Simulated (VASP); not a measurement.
# Sb (Im-3m) in VASP: further runs

Runs on Sb. Level: PBE. Tasks: single point.

All numbers are computed with VASP 6.6.1; they aren't measurements. Logs are shortened: lines on timing, memory, paths and dates and some standing lists are left out, and cuts for length are marked.

## 1. The structure

The structure is cubic, space group Im-3m (No. 229). Conventional cell: a = 3.743 Å, b = 3.743 Å, c = 3.743 Å, α = 90.00°, β = 90.00°, γ = 90.00°. Sb (site symmetry m-3m) is surrounded by 8 Sb at 3.24 Å.

This isn't the form of Sb at room conditions, which is rhombohedral.

## 2. Single point, PBE

Contents of INCAR:

```
SYSTEM = Sb
PREC = Accurate
ENCUT = 450
EDIFF = 1E-6
ISMEAR = 0
SIGMA = 0.01
LREAL = .False.
LASPH = .True.
NELM = 100
ALGO = Normal
ISIF = 2
LWAVE = .False.
LCHARG = .False.
GGA = PE
ADDGRID = .False.
```

Contents of KPOINTS:

```
Automatic mesh
0
Gamma
  5 5 5
  0 0 0
```

Contents of POSCAR:

```
Sb
1.0
   -1.8713408863      1.8713408863      1.8713408863
    1.8713408863     -1.8713408863      1.8713408863
    1.8713408863      1.8713408863     -1.8713408863
Sb
1
Direct
    0.0000000000      0.0000000000      0.0000000000
```

Potentials or basis: VASP PAW PBE potentials, release 64 (Sb).

Started as:

```
$ cat potpaw_PBE.64/Sb/POTCAR > POTCAR
$ mpirun -np 1 vasp_std > vasp.out
```

OUTCAR:

```text
SYSTEM = Sb
   PREC = Accurate
   ENCUT = 450
   EDIFF = 1E-6
   ISMEAR = 0
   LREAL = .False.
   LASPH = .True.
   NELM = 100
   ISIF = 2
   GGA = PE

 Found     10 irreducible k-points:

 Following reciprocal coordinates:
            Coordinates               Weight
  0.000000  0.000000  0.000000      1.000000
  0.200000  0.000000  0.000000     12.000000
  0.400000  0.000000  0.000000     12.000000
  0.200000  0.200000  0.000000     24.000000
  0.400000  0.200000  0.000000     24.000000
  0.200000  0.200000  0.200000      8.000000
   k-points           NKPTS =     10   k-points in BZ     NKDIM =     10   number of bands    NBANDS=      6
   number of dos      NEDOS =    301   number of ions     NIONS =      1
   total plane-waves  NPLWV =  13824
   dimension x,y,z NGX =    24 NGY =   24 NGZ =   24
   dimension x,y,z NGXF=    48 NGYF=   48 NGZF=   48
   ions per type =               1
   NGX,Y,Z   is equivalent  to a cutoff of  12.31, 12.31, 12.31 a.u.
   NGXF,Y,Z  is equivalent  to a cutoff of  24.62, 24.62, 24.62 a.u.
 SYSTEM =  Sb
   PREC   = accura    normal or accurate (medium, high low for compatibility)
   ISTART =      0    job   : 0-new  1-cont  2-samecut
   ICHARG =      2    charge: 1-file 2-atom 10-const
   ISPIN  =      1    spin polarized calculation?
   LNONCOLLINEAR =      F non collinear calculations
   LSORBIT =      F    spin-orbit coupling
   LASPH  =      T    aspherical Exc in radial PAW
   ENCUT  =  450.0 eV  33.07 Ry    5.75 a.u.   5.61  5.61  5.61*2*pi/ulx,y,z
   NELM   =    100;   NELMIN=  2; NELMDL= -5     # of ELM steps
   EDIFF  = 0.1E-05   stopping-criterion for ELM
   LREAL  =      F    real-space projection
   EDIFFG = 0.1E-04   stopping-criterion for IOM
   NSW    =      0    number of steps for IOM
   IBRION =     -1    ionic relax: 0-MD 1-quasi-New 2-CG
   NFREE  =      0    steps in history (QN), initial steepest desc. (CG)
   ISIF   =      2    stress and relaxation
   ISYM   =      2    0-nonsym 1-usesym 2-fastsym
   POTIM  = 0.5000    time-step for ionic-motion
   TEBEG  =    0.0;   TEEND  =   0.0 temperature during run
   PSTRESS=    0.0 pullay stress
   NELECT =       5.0000    total number of electrons
   NUPDOWN=      -1.0000    fix difference up-down
   EMIN   =  10.00;   EMAX   =-10.00  energy-range for DOS
   EFERMI =   0.00;   METHOD = LEGACY
   ISMEAR =     0;   SIGMA  =   0.01  broadening in eV -4-tet -1-fermi 0-gaus
   EFERMI_NEDOS =   21; number of points for ismear=-14 and -15
   IALGO  =     38    algorithm
   IMIX   =      4    mixing-type and parameters
     AMIX     =   0.40;   BMIX     =  1.00
     AMIX_MAG =   1.60;   BMIX_MAG =  1.00
  volume/ion in A,a.u.               =      26.21       176.89
  Fermi-wavevector in a.u.,A,eV,Ry     =   0.942378  1.780837 12.083018  0.888077
  Thomas-Fermi vector in A             =   2.069982
   LORBIT       =      0    0 simple, 1 ext, 2 COOP (PROOUT), +10 PAW based schemes
   GGA     = PE    functional components
   LHFCALC =     F    Hartree Fock is set to
   AEXX    =    0.0000 exact exchange contribution
   IVDW    =     0    specifies the selected vdW correction
   LEPSILON=     F    determine dielectric tensor
   LRPA    =     F    only Hartree local field effects (RPA)
 non-spin polarized calculation
 Gauss-broadening in eV      SIGMA  =   0.01
  energy-cutoff  :      450.00
  volume of cell :       26.21
 maximum number of plane-waves:       578
 NGX is ok and might be reduce to    24
   NGX = 11   NGY = 11   NGZ = 11

 number of electron       4.9999999 magnetization

 Free energy of the ion-electron system (eV)
  ---------------------------------------------------
  ext. energy  EPLUGINS =         0.00000000
  ---------------------------------------------------
  free energy    TOTEN  =        -3.85551581 eV

  energy without entropy =       -3.85491122  energy(sigma->0) =       -3.85521351

 E-fermi :   8.9044     XC(G=0): -10.3606

 val. band max:        8.8959267342   @ k =   0.2000   0.2000   0.0000
 cond. band min:       8.9206523287   @ k =  -0.4000   0.4000   0.2000
 fundamental gap:      0.0247255945
 Fermi energy:         8.9044147409

 k-point     1 :       0.0000    0.0000    0.0000
  band No.  band energies     occupation
      1      -4.2698      2.00000
      2      14.4804      0.00000
      3      14.4804      0.00000
      4      14.4804      0.00000
      5      19.4305      0.00000
      6      19.4305      0.00000

 k-point     2 :       0.2000    0.0000    0.0000
  band No.  band energies     occupation
      1      -3.4151      2.00000
      2       9.9702      0.00000
      3      12.5750      0.00000
      4      13.7906      0.00000
      5      16.9500      0.00000
      6      17.2364      0.00000

 k-point     3 :       0.4000    0.0000    0.0000
  band No.  band energies     occupation
      1      -1.0230      2.00000
      2       4.4023      2.00000
      3      10.7778      0.00000
      4      12.7708      0.00000
      5      15.4766      0.00000
      6      15.9104      0.00000

 k-point     4 :       0.2000    0.2000    0.0000
  band No.  band energies     occupation
      1      -1.7630      2.00000
      2       6.7874      2.00000
      3       8.8959      1.77001
      4      12.0889      0.00000
      5      17.1355      0.00000
      6      18.1141      0.00000

 k-point     5 :       0.4000    0.2000    0.0000
  band No.  band energies     occupation
      1       0.3803      2.00000
      2       3.7247      2.00000
      3       7.3180      2.00000
      4      11.4163      0.00000
      5      16.8558      0.00000
      6      19.5984      0.00000

 k-point     6 :       0.2000    0.2000    0.2000
  band No.  band energies     occupation
      1       0.2536      2.00000
      2       5.0335      2.00000
      3       7.3577      2.00000
      4       7.3577      2.00000
      5      21.9639      0.00000
      6      21.9639      0.00000

 [... further k-points ...]

------------------------ aborting loop because EDIFF is reached ----------------------------------------

  FORCE on cell =-STRESS in cart. coord.  units (eV):
  Direction    XX          YY          ZZ          XY          YZ          ZX
  --------------------------------------------------------------------------------------
  -------------------------------------------------------------------------------------
  Total        0.0705730      0.0705730      0.0705730     -0.0000000     -0.0000000     -0.0000000
  in kB        4.3135079      4.3135079      4.3135079     -0.0000000     -0.0000000     -0.0000000
  external PRESSURE =       4.3135079 kB  Pullay stress =       0.0000000 kB

 VOLUME and BASIS-vectors are now :
 -----------------------------------------------------------------------------
  energy-cutoff  :      450.00
  volume of cell :       26.21
      direct lattice vectors                 reciprocal lattice vectors
    -1.871340886  1.871340886  1.871340886     0.000000000  0.267188092  0.267188092
     1.871340886 -1.871340886  1.871340886     0.267188092  0.000000000  0.267188092
     1.871340886  1.871340886 -1.871340886     0.267188092  0.267188092  0.000000000

 POSITION                                       TOTAL-FORCE (eV/Angst)
 -----------------------------------------------------------------------------------
      0.00000      0.00000      0.00000        -0.000000      0.000000      0.000000
 -----------------------------------------------------------------------------------
    total drift:                               -0.000000     -0.000000      0.000000

  FREE ENERGIE OF THE ION-ELECTRON SYSTEM (eV)
  ---------------------------------------------------
  free  energy   TOTEN  =        -3.8555158113 eV

  energy  without entropy=       -3.8549112181  energy(sigma->0) =       -3.85521351
```

It took 3.1 s on 1 thread of AMD EPYC 7R43 (Zen 3), shared host; peak memory 0.1 GiB.

The run converged, but some of its settings lie outside the range that counts as converged, so its numbers aren't taken as properties of the crystal.

Results:

```
Free energy            : -3.8555 eV
Pressure               : 0.4 GPa
Band gap on the k mesh : none (metal or under the smearing width)
```

Caveat: the k mesh is coarse (spacing up to 0.47 Å⁻¹), so the values aren't converged.

## 3. Single point, PBE

INCAR is that of step 2.

KPOINTS is that of step 2.

Contents of POSCAR:

```
Sb
1.0
   -1.8488020000      1.8498240000      1.9110830000
    1.8778730000     -1.8297390000      1.9200690000
    1.8451380000      1.8260750000     -1.8909980000
Sb
1
Direct
   -0.0010080000      0.0132760000      0.0062290000
```

Potentials or basis: VASP PAW PBE potentials, release 64 (Sb).

Started as:

```
$ cat potpaw_PBE.64/Sb/POTCAR > POTCAR
$ mpirun -np 1 vasp_std > vasp.out
```

Run time: 8.6 s. Hardware: 1 thread of AMD EPYC 7R43 (Zen 3), shared host; peak memory 0.1 GiB.

The run converged, but some of its settings lie outside the range that counts as converged, so its numbers aren't taken as properties of the crystal.

What came out:

- Free energy: -3.8909 eV
- Pressure: 1.0 GPa
- Band gap on the k mesh: none (metal or under the smearing width)

Caveat: the k mesh is coarse (spacing up to 0.48 Å⁻¹), so the values aren't converged.

## 4. Single point, PBE

INCAR, as its differences from that of step 3:

```diff
@@ -1,3 +1,3 @@
 SYSTEM = Sb
-PREC = Accurate
+PREC = Low
 ENCUT = 450
@@ -5,3 +5,3 @@
 ISMEAR = 0
-SIGMA = 0.01
+SIGMA = 0.05
 LREAL = .False.
```

KPOINTS is that of step 3.

Contents of POSCAR:

```
Sb
1.0
   -1.8713408863      1.8713408863      1.8713408863
    1.8713408863     -1.8713408863      1.8713408863
    1.8713408863      1.8713408863     -1.8713408863
Sb
1
Direct
    0.0000000000      0.0000000000      0.0000000000
```

Potentials or basis: VASP PAW PBE potentials, release 64 (Sb).

Started as:

```
$ cat potpaw_PBE.64/Sb/POTCAR > POTCAR
$ mpirun -np 1 vasp_std > vasp.out
```

OUTCAR:

```text
SYSTEM = Sb
   PREC = Low
   ENCUT = 450
   EDIFF = 1E-6
   ISMEAR = 0
   LREAL = .False.
   LASPH = .True.
   NELM = 100
   ISIF = 2
   GGA = PE

 Found     10 irreducible k-points:

 Following reciprocal coordinates:
            Coordinates               Weight
  0.000000  0.000000  0.000000      1.000000
  0.200000  0.000000  0.000000     12.000000
  0.400000  0.000000  0.000000     12.000000
  0.200000  0.200000  0.000000     24.000000
  0.400000  0.200000  0.000000     24.000000
  0.200000  0.200000  0.200000      8.000000
   k-points           NKPTS =     10   k-points in BZ     NKDIM =     10   number of bands    NBANDS=      6
   number of dos      NEDOS =    301   number of ions     NIONS =      1
   total plane-waves  NPLWV =   5832
   dimension x,y,z NGX =    18 NGY =   18 NGZ =   18
   dimension x,y,z NGXF=    18 NGYF=   18 NGZF=   18
   ions per type =               1
   NGX,Y,Z   is equivalent  to a cutoff of   9.23,  9.23,  9.23 a.u.
   NGXF,Y,Z  is equivalent  to a cutoff of   9.23,  9.23,  9.23 a.u.
 SYSTEM =  Sb
   PREC   = low       normal or accurate (medium, high low for compatibility)
   ISTART =      0    job   : 0-new  1-cont  2-samecut
   ICHARG =      2    charge: 1-file 2-atom 10-const
   ISPIN  =      1    spin polarized calculation?
   LNONCOLLINEAR =      F non collinear calculations
   LSORBIT =      F    spin-orbit coupling
   LASPH  =      T    aspherical Exc in radial PAW
   ENCUT  =  450.0 eV  33.07 Ry    5.75 a.u.   5.61  5.61  5.61*2*pi/ulx,y,z
   NELM   =    100;   NELMIN=  2; NELMDL= -5     # of ELM steps
   EDIFF  = 0.1E-05   stopping-criterion for ELM
   LREAL  =      F    real-space projection
   EDIFFG = 0.1E-04   stopping-criterion for IOM
   NSW    =      0    number of steps for IOM
   IBRION =     -1    ionic relax: 0-MD 1-quasi-New 2-CG
   NFREE  =      0    steps in history (QN), initial steepest desc. (CG)
   ISIF   =      2    stress and relaxation
   ISYM   =      2    0-nonsym 1-usesym 2-fastsym
   POTIM  = 0.5000    time-step for ionic-motion
   TEBEG  =    0.0;   TEEND  =   0.0 temperature during run
   PSTRESS=    0.0 pullay stress
   NELECT =       5.0000    total number of electrons
   NUPDOWN=      -1.0000    fix difference up-down
   EMIN   =  10.00;   EMAX   =-10.00  energy-range for DOS
   EFERMI =   0.00;   METHOD = LEGACY
   ISMEAR =     0;   SIGMA  =   0.05  broadening in eV -4-tet -1-fermi 0-gaus
   EFERMI_NEDOS =   21; number of points for ismear=-14 and -15
   IALGO  =     38    algorithm
   IMIX   =      4    mixing-type and parameters
     AMIX     =   0.40;   BMIX     =  1.00
     AMIX_MAG =   1.60;   BMIX_MAG =  1.00
  volume/ion in A,a.u.               =      26.21       176.89
  Fermi-wavevector in a.u.,A,eV,Ry     =   0.942378  1.780837 12.083018  0.888077
  Thomas-Fermi vector in A             =   2.069982
   LORBIT       =      0    0 simple, 1 ext, 2 COOP (PROOUT), +10 PAW based schemes
   GGA     = PE    functional components
   LHFCALC =     F    Hartree Fock is set to
   AEXX    =    0.0000 exact exchange contribution
   IVDW    =     0    specifies the selected vdW correction
   LEPSILON=     F    determine dielectric tensor
   LRPA    =     F    only Hartree local field effects (RPA)
 non-spin polarized calculation
 Gauss-broadening in eV      SIGMA  =   0.05
  energy-cutoff  :      450.00
  volume of cell :       26.21
 maximum number of plane-waves:       578
   NGX = 11   NGY = 11   NGZ = 11

 number of electron       5.0000036 magnetization

 Free energy of the ion-electron system (eV)
  ---------------------------------------------------
  ext. energy  EPLUGINS =         0.00000000
  ---------------------------------------------------
  free energy    TOTEN  =        -3.86217895 eV

  energy without entropy =       -3.85207716  energy(sigma->0) =       -3.85712805

 E-fermi :   8.9108     XC(G=0): -10.3537

 val. band max:        8.9033141403   @ k =   0.2000   0.2000   0.0000
 cond. band min:       8.9280794029   @ k =  -0.4000   0.4000   0.2000
 fundamental gap:      0.0247652627
 Fermi energy:         8.9107751411

 k-point     1 :       0.0000    0.0000    0.0000
  band No.  band energies     occupation
      1      -4.2604      2.00000
      2      14.4924      0.00000
      3      14.4924      0.00000
      4      14.4924      0.00000
      5      19.4390      0.00000
      6      19.4390      0.00000

 k-point     2 :       0.2000    0.0000    0.0000
  band No.  band energies     occupation
      1      -3.4055      2.00000
      2       9.9801      0.00000
      3      12.5848      0.00000
      4      13.8019      0.00000
      5      16.9584      0.00000
      6      17.2424      0.00000

 k-point     3 :       0.4000    0.0000    0.0000
  band No.  band energies     occupation
      1      -1.0123      2.00000
      2       4.4100      2.00000
      3      10.7866      0.00000
      4      12.7812      0.00000
      5      15.4861      0.00000
      6      15.9161      0.00000

 k-point     4 :       0.2000    0.2000    0.0000
  band No.  band energies     occupation
      1      -1.7528      2.00000
      2       6.7968      2.00000
      3       8.9033      1.16714
      4      12.0984      0.00000
      5      17.1442      0.00000
      6      18.1231      0.00000

 k-point     5 :       0.4000    0.2000    0.0000
  band No.  band energies     occupation
      1       0.3928      2.00000
      2       3.7310      2.00000
      3       7.3255      2.00000
      4      11.4253      0.00000
      5      16.8648      0.00000
      6      19.6094      0.00000

 k-point     6 :       0.2000    0.2000    0.2000
  band No.  band energies     occupation
      1       0.2657      2.00000
      2       5.0414      2.00000
      3       7.3647      2.00000
      4       7.3647      2.00000
      5      21.9776      0.00000
      6      21.9776      0.00000

 [... further k-points ...]

------------------------ aborting loop because EDIFF is reached ----------------------------------------

  FORCE on cell =-STRESS in cart. coord.  units (eV):
  Direction    XX          YY          ZZ          XY          YZ          ZX
  --------------------------------------------------------------------------------------
  -------------------------------------------------------------------------------------
  Total        0.1777278      0.1777278      0.1777278     -0.0000000      0.0000000     -0.0000000
  in kB       10.8629357     10.8629357     10.8629357     -0.0000000      0.0000000     -0.0000000
  external PRESSURE =      10.8629357 kB  Pullay stress =       0.0000000 kB

 VOLUME and BASIS-vectors are now :
 -----------------------------------------------------------------------------
  energy-cutoff  :      450.00
  volume of cell :       26.21
      direct lattice vectors                 reciprocal lattice vectors
    -1.871340886  1.871340886  1.871340886     0.000000000  0.267188092  0.267188092
     1.871340886 -1.871340886  1.871340886     0.267188092  0.000000000  0.267188092
     1.871340886  1.871340886 -1.871340886     0.267188092  0.267188092  0.000000000

 POSITION                                       TOTAL-FORCE (eV/Angst)
 -----------------------------------------------------------------------------------
      0.00000      0.00000      0.00000         0.000000     -0.000000      0.000000
 -----------------------------------------------------------------------------------
    total drift:                                0.000000      0.000000      0.000000

  FREE ENERGIE OF THE ION-ELECTRON SYSTEM (eV)
  ---------------------------------------------------
  free  energy   TOTEN  =        -3.8621789485 eV

  energy  without entropy=       -3.8520771594  energy(sigma->0) =       -3.85712805
```

Run time: 2.5 s. Hardware: 1 thread of AMD EPYC 7R43 (Zen 3), shared host; peak memory 0.06 GiB.

These settings aren't checked as converged: the numbers below hold their error.

Results:

| Property | Result |
| --- | --- |
| Free energy | -3.8622 eV |
| Pressure | 1.1 GPa |
| Band gap on the k mesh | none (metal or under the smearing width) |

Caveat: the k mesh is coarse (spacing up to 0.47 Å⁻¹), so the values aren't converged.

## 5. Single point, PBE

INCAR is that of step 4.

KPOINTS is that of step 4.

Contents of POSCAR:

```
Sb
1.0
   -1.8488020000      1.8498240000      1.9110830000
    1.8778730000     -1.8297390000      1.9200690000
    1.8451380000      1.8260750000     -1.8909980000
Sb
1
Direct
   -0.0010080000      0.0132760000      0.0062290000
```

Started as:

```
$ cat potpaw_PBE.64/Sb/POTCAR > POTCAR
$ mpirun -np 1 vasp_std > vasp.out
```

Wall time 4.5 s (1 thread of AMD EPYC 7R43 (Zen 3), shared host); peak memory 0.08 GiB.

The run converged, but some of its settings lie outside the range that counts as converged, so its numbers aren't taken as properties of the crystal.

Results:

```
Free energy            : -3.8928 eV
Pressure               : 1.0 GPa
Band gap on the k mesh : none (metal or under the smearing width)
```

Caveat: the k mesh is coarse (spacing up to 0.48 Å⁻¹), so the values aren't converged.

## 6. Single point, PBE

INCAR, as its differences from that of step 5:

```diff
@@ -1,3 +1,3 @@
 SYSTEM = Sb
-PREC = Low
+PREC = Normal
 ENCUT = 450
```

KPOINTS is that of step 5.

Contents of POSCAR:

```
Sb
1.0
   -1.8713408863      1.8713408863      1.8713408863
    1.8713408863     -1.8713408863      1.8713408863
    1.8713408863      1.8713408863     -1.8713408863
Sb
1
Direct
    0.0000000000      0.0000000000      0.0000000000
```

Potentials or basis: VASP PAW PBE potentials, release 64 (Sb).

Started as:

```
$ cat potpaw_PBE.64/Sb/POTCAR > POTCAR
$ mpirun -np 1 vasp_std > vasp.out
```

Run time: 2.5 s. Hardware: 1 thread of AMD EPYC 7R43 (Zen 3), shared host; peak memory 0.07 GiB.

These settings aren't checked as converged: the numbers below hold their error.

Results:

- Free energy: -3.8622 eV
- Pressure: 1.1 GPa
- Band gap on the k mesh: none (metal or under the smearing width)

Caveat: the k mesh is coarse (spacing up to 0.47 Å⁻¹), so the values aren't converged.

## 7. For comparison

An earlier run on the cell as given: functional PBE; potentials or basis VASP PAW PBE potentials, release 64 (Sb); cutoff 520 eV; k mesh 10 × 10 × 10; occupations fermi-dirac, width 0.05 eV; no spin polarisation.

- Pressure: 3.0 GPa
- Band gap on the k mesh: none (metal or under the smearing width)
